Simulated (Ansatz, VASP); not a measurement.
Rh in VASP and in Ansatz

```
Rh
1.0
     2.70875    0.00000    0.00000
    -1.35438    2.34585    0.00000
     0.00000    0.00000    4.47254
Rh
2
Direct
  0.66667 0.33333 0.75000
  0.33333 0.66667 0.25000
```

Change from the starting cell: uniaxial strain along c, a, b and atoms relaxed: +2.0 %.

Alike in both runs: functional PBE; k mesh 21 × 21 × 12; occupations gaussian, width 0.1 eV; no spin polarisation.

Ansatz relaxed the structure, and its values are those at the end. VASP's run is a single point on that final structure, the one shown.

```csv
,VASP,Ansatz
version,VASP 6.6.1,Ansatz 0.2.0
potentials or method,"VASP PAW PBE potentials, release 64 (Rh_pv)","scalar-relativistic, plane waves, PAW"
plane-wave cutoff (eV),520,420
valence electrons in the cell,30,34
```

Ansatz gave:

| Quantity | Value |
| --- | --- |
| gap on the k mesh at the Fermi level (eV) | none |
| pressure (GPa) | -2.0 |

Task: Which values does VASP return?

Result: gap on the k mesh at the Fermi level (eV): none; pressure (GPa): -1.9.

A gap of «none» marks a metal or a gap that the smearing closes. The two sets of potentials don't hold the same shells in valence. Ansatz warned: «symmetry_narrowed_by_cell_relaxation».
